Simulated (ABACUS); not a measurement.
# Re (P6_3/mmc) in ABACUS: a series of runs

The runs below take Re through single point, with PBE.

Program: ABACUS 3.10.1. These are calculated values, not measurements. Logs are shortened: lines on timing, memory, paths and dates and some standing lists are left out, and cuts for length are marked.

## Step 1: Starting point

It takes space group P6_3/mmc (No. 194, hexagonal). Conventional cell: a = 2.761 Å, b = 2.761 Å, c = 4.458 Å, α = 90.00°, β = 90.00°, γ = 120.00°. Around Re (site symmetry -6m2) lie 12 Re at 2.74 to 2.76 Å.

## Step 2: Single point, PBE

Input file INPUT:

```
INPUT_PARAMETERS
suffix              Re
calculation         scf
basis_type          lcao
pseudo_dir          ./
orbital_dir         ./
latname             hexagonal
symmetry            1
dft_functional      pbe
ecutwfc             100
pseudo_rcut         7
nspin               1
nbands              20
ks_solver           genelpa
smearing_method     fd
smearing_sigma      0.00367493
scf_thr             1e-07
scf_nmax            100
mixing_type         broyden
mixing_beta         0.7
cal_force           1
cal_stress          1
out_mul             1
out_chg             1
out_pot             2
out_elf             1
```

Input file STRU:

```
ATOMIC_SPECIES
Re 186.2070 Re.upf

NUMERICAL_ORBITAL
Re_confined-atom_7au_2s1p1d.orb

LATTICE_CONSTANT
5.2171558849

LATTICE_PARAMETERS
1.6148217908

ATOMIC_POSITIONS
Direct

Re
0.0
2
0.6666666667 0.3333333333 0.7500000000 1 1 1
0.3333333333 0.6666666667 0.2500000000 1 1 1
```

Input file KPT:

```
K_POINTS
0
Gamma
8 8 4 0 0 0
```

Potentials or basis: PseudoDojo NC SR 0.4.1 PBE standard, SZ LCAO (the cutoffs set its grid).

Started as:

```sh
$ OMP_NUM_THREADS=1 mpirun -np 4 abacus > log
```

running log:

```text
ABACUS v3.10.1

               Atomic-orbital Based Ab-initio Computation at UStc

 ------------------------------------------------------------------------------------

 READING GENERAL INFORMATION
                           global_out_dir = OUT.Re/
                           global_in_card = INPUT
                               pseudo_dir = ./
                              orbital_dir = ./
                                    DSIZE = 4
                                    GSIZE = 1

 READING UNITCELL INFORMATION
                                    ntype = 1
                  lattice constant (Bohr) = 5.21716
              lattice constant (Angstrom) = 2.7608

 READING ATOM TYPE 1
                               atom label = Re
                      L=0, number of zeta = 2
                      L=1, number of zeta = 1
                      L=2, number of zeta = 1
             number of atom for this type = 2

                        TOTAL ATOM NUMBER = 2
DIRECT COORDINATES
    atom                   x                   y                   z     mag                  vx                  vy                  vz
taud_Re1            0.6666666667        0.3333333333        0.7500000000  0.0000        0.0000000000        0.0000000000        0.0000000000
taud_Re2            0.3333333333        0.6666666667        0.2500000000  0.0000        0.0000000000        0.0000000000        0.0000000000

                          Volume (Bohr^3) = 198.59
                             Volume (A^3) = 29.4279

 Lattice vectors: (Cartesian coordinate: in unit of a_0)
                   +1                  +0                  +0
                 -0.5           +0.866025                  +0
                   +0                  +0            +1.61482
 Reciprocal vectors: (Cartesian coordinate: in unit of 2 pi/a_0)
                   +1            +0.57735                  -0
                   -0             +1.1547                  -0
                   +0                  -0           +0.619263
 The esolver type has been set to : ksdft_lcao

                PAO radial cut off (Bohr) = 7

 Read in pseudopotential file is Re.upf
                     pseudopotential type = NC
          exchange-correlation functional = PBE
                 nonlocal core correction = 1
                        valence electrons = 15
                                     lmax = 3
                           number of zeta = 4
                     number of projectors = 8
                           L of projector = 0
                           L of projector = 0
                           L of projector = 1
                           L of projector = 1
                           L of projector = 2
                           L of projector = 2
                           L of projector = 3
                           L of projector = 3
     initial pseudo atomic orbital number = 20

 SETUP THE ELECTRONS NUMBER
            electron number of element Re = 15
      total electron number of element Re = 30
            AUTOSET number of electrons:  = 30
                           occupied bands = 15
                                   NLOCAL = 20
                                   NBANDS = 20
                                   NBANDS = 20
                                   NLOCAL = 20

%%%%%%%%%%%%%%%%%%%%%%%%%%%%%%%%%%%%%%%%%%%%%%%%%%%%%%%%%%%%%%%%%%%%%%%%%%%%%%%%%%%%%%%%%%%%%%%%%%%%%%%%%%
 Warning: the number of valence electrons in pseudopotential > 7 for Re: [Xe] 4f14 5d5 6s2
 Pseudopotentials with additional electrons can yield (more) accurate outcomes, but may be less efficient.
 If you're confident that your chosen pseudopotential is appropriate, you can safely ignore this warning.
%%%%%%%%%%%%%%%%%%%%%%%%%%%%%%%%%%%%%%%%%%%%%%%%%%%%%%%%%%%%%%%%%%%%%%%%%%%%%%%%%%%%%%%%%%%%%%%%%%%%%%%%%%

 SETUP THE PLANE WAVE BASIS
 energy cutoff for charge/potential (unit:Ry) = 400
            fft grid for charge/potential = [ 36, 36, 54 ]
                        fft grid division = [ 4, 4, 2 ]
        big fft grid for charge/potential = [ 9, 9, 27 ]
                                     nbxx = 567
                                     nrxx = 18144

 SETUP PLANE WAVES FOR CHARGE/POTENTIAL
                    number of plane waves = 26957
                         number of sticks = 745

 PARALLEL PW FOR CHARGE/POTENTIAL
     PROC   COLUMNS(POT)             PW
        1            186           6738
        2            187           6745
        3            186           6738
        4            186           6736
 --------------- sum -------------------
        4            745          26957
                            number of |g| = 1270
                                  max |g| = 275.772
                                  min |g| = 0
[... 58 lines left out ...]
                       right hand lattice = 1
(for reciprocal lattice: )
                             BRAVAIS TYPE = 4
                     BRAVAIS LATTICE NAME = 04. Hexagonal cell
                                    ibrav = 4
                       right hand lattice = 1
(for k-lattice: )
                             BRAVAIS TYPE = 4
                     BRAVAIS LATTICE NAME = 04. Hexagonal cell
                                    ibrav = 4
                       right hand lattice = 1
                        ROTATION MATRICES = 24
                               nkstot_ibz = 30
K-POINTS REDUCTION ACCORDING TO SYMMETRY
     IBZ    DIRECT_X    DIRECT_Y    DIRECT_Z  WEIGHT  ibz2bz
       1  0.00000000  0.00000000  0.00000000  0.0039       0
       2 -0.12500000  0.12500000  0.00000000  0.0234       1
       3 -0.25000000  0.25000000  0.00000000  0.0234       2
       4 -0.37500000  0.37500000  0.00000000  0.0234       3
       5  0.50000000  0.50000000  0.00000000  0.0117       4
       6 -0.12500000  0.25000000  0.00000000  0.0234       9
[... 22 lines left out ...]
      29  0.50000000  0.25000000  0.50000000  0.0234     146
      30  0.37500000  0.37500000  0.50000000  0.0234     147

                               nkstot now = 30
[... K-POINTS DIRECT COORDINATES: 30 rows ...]

           k-point number in this process = 30
       minimum distributed K point number = 30
[... stars of the k points ...]

[... K-POINTS CARTESIAN COORDINATES: 30 rows ...]

[... K-POINTS DIRECT COORDINATES: 30 rows ...]

 SETUP PLANE WAVES FOR WAVE FUNCTIONS
     energy cutoff for wavefunc (unit:Ry) = 100
              fft grid for wave functions = [ 36, 36, 54 ]
                    number of plane waves = 4735
                         number of sticks = 241

 PARALLEL PW FOR WAVE FUNCTIONS
     PROC   COLUMNS(POT)             PW
        1             60           1184
        2             60           1184
        3             60           1182
        4             61           1185
 --------------- sum -------------------
        4            241           4735

 SET NONLOCAL PSEUDOPOTENTIAL PROJECTORS
 max number of nonlocal projetors among all species is 8

 -------------------------------------------
 SELF-CONSISTENT
 -------------------------------------------

 SETUP SEARCHING RADIUS FOR PROGRAM TO SEARCH ADJACENT ATOMS
                  longest orb rcut (Bohr) = 7
   longest nonlocal projector rcut (Bohr) = 2.06
                     search radius (Bohr) = 18.1
              searching radius is (Bohr)) = 18.1
         searching radius unit is (Bohr)) = 5.22
                         PeriodicBoundary = 1
                        Radius(unit:lat0) = 3.47
                                   glayer = [ 6, 6, 4 ]
                             glayer_minus = [ 5, 5, 3 ]

Find the coordinate range of the input atom(unit:lat0).
                                  min_tau = [ -7.5, -4.04, -4.44 ]
                                  max_tau = [ 8, 4.91, 6.06 ]
                                BoxNumber = [ 11, 11, 7 ]

 SETUP EXTENDED REAL SPACE GRID FOR GRID INTEGRATION
                          real space grid = [ 36, 36, 54 ]
                 big cell numbers in grid = [ 9, 9, 27 ]
             meshcell numbers in big cell = [ 4, 4, 2 ]
                        extended fft grid = [ 14, 14, 23 ]
                dimension of extened grid = [ 38, 38, 74 ]
                            UnitCellTotal = 75
              Atom number in sub-FFT-grid = 2
    Local orbitals number in sub-FFT-grid = 20
                                ParaV.nnr = 11350
                                 init_chg = atomic

 LCAO ALGORITHM --------------- ION=   1  ELEC=   1--------------------------------

 Density error is 0.0210124390135
----------------------------------------------------------
     Energy           Rydberg                 eV
----------------------------------------------------------
 E_KohnSham     -346.8661888872      -4719.3566124106
 E_Harris       -345.6937512740      -4703.4047803207
 E_Fermi        1.8601154618         25.3081692184
----------------------------------------------------------
[... 58 lines left out ...]
 Density error is 3.09078212487e-08
----------------------------------------------------------
     Energy           Rydberg                 eV
----------------------------------------------------------
 E_KohnSham     -346.8654241638      -4719.3462078144
 E_KS(sigma->0) -346.8651704184      -4719.3427554310
 E_Harris       -346.8654230981      -4719.3461933149
 E_band         -6.8035041386        -92.5664226514
 E_one_elec     -37.3843192394       -508.6397575074
 E_Hartree      41.1365049229        559.6908627567
 E_xc           -69.9555318184       -951.7938393510
 E_Ewald        -280.6615705380      -3818.5965689458
 E_entropy(-TS) -0.0005074908        -0.0069047668
 E_descf        0.0000000000         0.0000000000
 E_exx          0.0000000000         0.0000000000
 E_Fermi        1.8943455695         25.7738937257
----------------------------------------------------------

 charge density convergence is achieved
 final etot is -4719.3462078 eV
 EFERMI = 25.773893726 eV
The vacuum level is 21.246750056 eV

 STATE ENERGY(eV) AND OCCUPATIONS    NSPIN == 1
 1/30 kpoint (Cartesian) = 0.0000 0.0000 0.0000 (847 pws)
       1       -53.3940     0.00781250
       2       -53.2588     0.00781250
       3       -16.2283     0.00781250
       4       -15.1502     0.00781250
       5       -15.1502     0.00781250
       6       -14.9643     0.00781250
[... 122 lines left out ...]
      19        29.4117    1.18327e-33
      20        35.2506    2.27671e-84

[... levels at 24 further k points ...]

 correction force for each atom along direction 1 is 2.46279e-14
 correction force for each atom along direction 2 is -1.77896e-14
 correction force for each atom along direction 3 is 1.90750e-14
------------------------------------------------------------------------------------------
 TOTAL-FORCE (eV/Angstrom)
------------------------------------------------------------------------------------------
                       Re1         0.0000000000         0.0000000000         0.0000000000
                       Re2         0.0000000000         0.0000000000         0.0000000000
------------------------------------------------------------------------------------------

----------------------------------------------------------------
 TOTAL-STRESS (KBAR)
----------------------------------------------------------------
       112.4765388696         0.0000000000         0.0000000000
         0.0000000000       112.4765388696        -0.0000000000
         0.0000000000         0.0000000000        -2.4010405688
----------------------------------------------------------------
 TOTAL-PRESSURE: 74.184012 KBAR

 --------------------------------------------
 !FINAL_ETOT_IS -4719.3462078143829785 eV
 --------------------------------------------
```

It took 1.7 s on 4 MPI ranks of Intel Xeon 6975P-C (Granite Rapids), shared host; peak memory 0.36 GiB.

The run converged, but some of its settings lie outside the range that counts as converged, so its numbers aren't taken as properties of the crystal.

Results:

| Item | Value |
| --- | --- |
| Free energy | -4719.3462 eV |
| Pressure | 7.4 GPa |
| Band gap on the k mesh | none (metal or under the smearing width) |

Caveat: the atomic orbitals were generated for these runs and aren't a published set; the basis of atomic orbitals isn't converged, which shifts pressures, moduli and gaps.

## Step 3: Single point, PBE

INPUT: that of step 2 with these lines changed.

```diff
@@ -12,3 +12,3 @@
 nspin               1
-nbands              20
+nbands              25
 ks_solver           genelpa
@@ -24,3 +24 @@
 out_chg             1
-out_pot             2
-out_elf             1
```

STRU: that of step 2 with these lines changed.

```diff
@@ -4,3 +4,3 @@
 NUMERICAL_ORBITAL
-Re_confined-atom_7au_2s1p1d.orb
+Re_confined-atom_7au_3s2p2d1f.orb
```

KPT is that of step 2.

Potentials or basis: PseudoDojo NC SR 0.4.1 PBE standard, DZP LCAO (the cutoffs set its grid).

Started as:

```sh
$ OMP_NUM_THREADS=1 mpirun -np 4 abacus > log
```

Wall time 3.4 s (4 MPI ranks of Intel Xeon 6975P-C (Granite Rapids), shared host); peak memory 0.4 GiB.

Results (log left out):

* Free energy: -4723.3720 eV
* Pressure: 7.8 GPa
* Band gap on the k mesh: none (metal or under the smearing width)

Stress tensor (GPa, compression positive):
```
6.86 0.00 0.00
0.00 6.86 0.00
0.00 0.00 9.66
```

Levels at points of the mesh, in eV from the Fermi level:
```tsv
k point	band 11	band 12	band 13	band 14	band 15	band 16	band 17	band 18	band 19	band 20
(0.00, 0.00, 0.00)	-1.51	-1.51	-1.50	-0.66	-0.66	0.24	0.24	0.67	3.42	3.42
(0.50, 0.50, 0.00)	-5.20	-1.86	-1.69	-1.30	-0.53	4.03	4.44	4.57	6.13	7.12
(0.00, 0.00, 0.50)	-2.33	-2.33	-1.63	-1.63	-1.63	-1.63	2.61	2.61	2.61	2.61
(0.50, 0.50, 0.50)	-4.04	-4.04	0.44	0.44	0.96	0.96	4.35	4.35	4.84	4.84
```

Caveat: the atomic orbitals were generated for these runs and aren't a published set; the basis of atomic orbitals isn't converged, which shifts pressures, moduli and gaps.

## Step 4: Single point, PBE

INPUT is that of step 3.

STRU: that of step 3 with these lines changed.

```diff
@@ -4,3 +4,3 @@
 NUMERICAL_ORBITAL
-Re_confined-atom_7au_3s2p2d1f.orb
+Re_confined-atom_7au_4s3p3d1f.orb
```

KPT is that of step 3.

Potentials or basis: PseudoDojo NC SR 0.4.1 PBE standard, TZDP LCAO (the cutoffs set its grid).

Started as:

```sh
$ OMP_NUM_THREADS=1 mpirun -np 4 abacus > log
```

running log:

```text
ABACUS v3.10.1

               Atomic-orbital Based Ab-initio Computation at UStc

 ------------------------------------------------------------------------------------

 READING GENERAL INFORMATION
                           global_out_dir = OUT.Re/
                           global_in_card = INPUT
                               pseudo_dir = ./
                              orbital_dir = ./
                                    DSIZE = 4
                                    GSIZE = 1

 READING UNITCELL INFORMATION
                                    ntype = 1
                  lattice constant (Bohr) = 5.21716
              lattice constant (Angstrom) = 2.7608

 READING ATOM TYPE 1
                               atom label = Re
                      L=0, number of zeta = 4
                      L=1, number of zeta = 3
                      L=2, number of zeta = 3
                      L=3, number of zeta = 1
             number of atom for this type = 2

                        TOTAL ATOM NUMBER = 2
DIRECT COORDINATES
    atom                   x                   y                   z     mag                  vx                  vy                  vz
taud_Re1            0.6666666667        0.3333333333        0.7500000000  0.0000        0.0000000000        0.0000000000        0.0000000000
[... 324 lines left out ...]
 E_Harris       -347.1676719381      -4723.4584997532
 E_band         -10.2330232403       -139.2274238349
 E_one_elec     -35.1100348311       -477.6965306812
 E_Hartree      37.8766318231        515.3380138422
 E_xc           -69.2712870927       -942.4842122548
 E_Ewald        -280.6615705380      -3818.5965689458
 E_entropy(-TS) -0.0014079881        -0.0191566603
 E_descf        0.0000000000         0.0000000000
 E_exx          0.0000000000         0.0000000000
 E_Fermi        1.7720967230         24.1106128394
----------------------------------------------------------

 charge density convergence is achieved
 final etot is -4723.4584547 eV
 EFERMI = 24.110612839 eV

 STATE ENERGY(eV) AND OCCUPATIONS    NSPIN == 1
 1/30 kpoint (Cartesian) = 0.0000 0.0000 0.0000 (847 pws)
       1       -55.7555     0.00781250
       2       -55.6333     0.00781250
       3       -18.2063     0.00781250
       4       -17.1610     0.00781250
       5       -17.1610     0.00781250
       6       -16.9865     0.00781250
[... 152 lines left out ...]
      24        41.2530        0.00000
      25        41.6735        0.00000

[... levels at 24 further k points ...]

 correction force for each atom along direction 1 is -1.10738e-13
 correction force for each atom along direction 2 is -2.25401e-14
 correction force for each atom along direction 3 is -2.96022e-14
------------------------------------------------------------------------------------------
 TOTAL-FORCE (eV/Angstrom)
------------------------------------------------------------------------------------------
                       Re1         0.0000000000         0.0000000000         0.0000000000
                       Re2         0.0000000000         0.0000000000         0.0000000000
------------------------------------------------------------------------------------------

----------------------------------------------------------------
 TOTAL-STRESS (KBAR)
----------------------------------------------------------------
        60.8365845917        -0.0000000000         0.0000000000
         0.0000000000        60.8365845917        -0.0000000000
         0.0000000000         0.0000000000        92.3314694168
----------------------------------------------------------------
 TOTAL-PRESSURE: 71.334880 KBAR

 --------------------------------------------
 !FINAL_ETOT_IS -4723.4584546998830774 eV
 --------------------------------------------
```

mulliken.txt:

```text
 0
CALCULATE THE MULLIkEN ANALYSIS FOR EACH ATOM
 Total charge:	30
Decomposed Mulliken populations
0                             Zeta of Re              Spin 1
s                                      0              2.0048
[... 93 lines left out ...]
SUM OVER M+Zeta                                       4.7863

fz^3                                   0              0.0406
fxz^2                                  0              0.0238
fyz^2                                  0              0.0194
fzx^2-zy^2                             0              0.0256
fxyz                                   0              0.0428
fx^3-3*xy^2                            0              0.0188
f3yx^2-y^3                             0              0.0386
SUM OVER M                                            0.2095
SUM OVER M+Zeta                                       0.2095

SUM OVER M+Zeta+L                                    15.0000

Total Charge on atom:                 Re             15.0000
```

Wall time 6.1 s (4 MPI ranks of Intel Xeon 6975P-C (Granite Rapids), shared host); peak memory 0.48 GiB.

Results:

* Free energy: -4723.4585 eV
* Pressure: 7.1 GPa
* Band gap on the k mesh: none (metal or under the smearing width)

Levels at points of the mesh, in eV from the Fermi level:
```
           k point  band 13  band 14  band 15  band 16  band 17  band 18
(0.00, 0.00, 0.00)    -1.51    -0.68    -0.68     0.25     0.25     0.66
(0.50, 0.50, 0.00)    -1.68    -1.32    -0.53     4.04     4.45     4.57
(0.00, 0.00, 0.50)    -1.64    -1.64    -1.64    -1.64     2.61     2.61
(0.50, 0.50, 0.50)     0.45     0.45     0.96     0.96     4.35     4.35
```

Caveat: the atomic orbitals were generated for these runs and aren't a published set; the basis of atomic orbitals isn't converged, which shifts pressures, moduli and gaps. Spin-orbit coupling is left out, which matters for the levels of Re.

(Part 1 of 2 ends here.)
